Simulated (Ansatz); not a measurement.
A run of Ansatz 0.2.0 is set up as follows.

The input input.yaml:

```yaml
crystal:
  lattice:
    - [-1.805, 1.805, 1.805]
    - [1.805, -1.805, 1.805]
    - [1.805, 1.805, -1.805]
  atoms:
    - { symbol: Hf, position: [0.0, 0.0, 0.0] }
hamiltonian:
  xc: pbe
  pseudopotentials: { kind: paw }
kpoints:
  mp_grid: { grid: [10, 10, 10] }
scf:
  occupations: { method: fermi_dirac, width: 0.05 }
output:
  forces: true
  stress: true
  eigenvalues: true
relax:
  f_tol: 0.01
  max_steps: 40
  cell: { stress_tol: 0.05 }
```

Potentials or basis: Ansatz PAW.

Command:

```console
$ ansatz run input.yaml --threads 2 --pin off --max-ram 5632MiB --backend cpu --events-out ev --progress --plain --runs-dir out
```

Question: Predict the space group after relaxing (to 0.05 Å).

Answer: Im-3m (No. 229).

Question: What does it give for the band gap on the k mesh?

Answer: None (metal or under the smearing width).

Question: Predict the relaxed cell.

Answer: a = 3.072 Å, b = 3.072 Å, c = 3.072 Å, α = 109.47°, β = 109.47°, γ = 109.47°.

Question: Predict the relaxed volume.

Answer: 22.31 Å³/atom.

Final structure:
```
Hf
1.0
    -1.77348    1.77348    1.77348
     1.77348   -1.77348    1.77348
     1.77348    1.77348   -1.77348
Hf
1
Direct
  0.00000 0.00000 0.00000
```

 Spin-orbit coupling is left out, which matters for the levels of Hf.
